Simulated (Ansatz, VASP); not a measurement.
**Two plane-wave programs on TePb**

```xyz
2
Lattice="0.0000 3.2481 3.2481 3.2481 0.0000 3.2481 3.2481 3.2481 0.0000" Properties=species:S:1:pos:R:3 pbc="T T T"
Pb    0.0000    0.0000    0.0000
Te    3.2481    3.2481    3.2481
```

Alike in both runs: task single point; functional r2SCAN; k mesh 7 × 7 × 7; no spin polarisation.

|  | VASP | Ansatz |
| --- | --- | --- |
| version | VASP 6.6.1 | Ansatz 0.2.0 |
| potentials or method | VASP PAW PBE potentials, release 64 (Pb_d, Te) | PAW plane waves |
| plane-wave cutoff (eV) | 520 | 500 |
| occupations | fermi-dirac, width 0.1 eV | fermi-dirac |
| valence electrons in the cell | 20 | 30 |

```csv
,VASP,Ansatz,Ansatz less VASP
pressure (GPa),0.8,0.8,+0.01
```

The two sets of potentials don't hold the same shells in valence.

Caveats: the PAW data sets were made with another functional, which shifts forces and pressure a little (VASP). The runs have no spin-orbit coupling, so splittings on Pb, Te are missing.
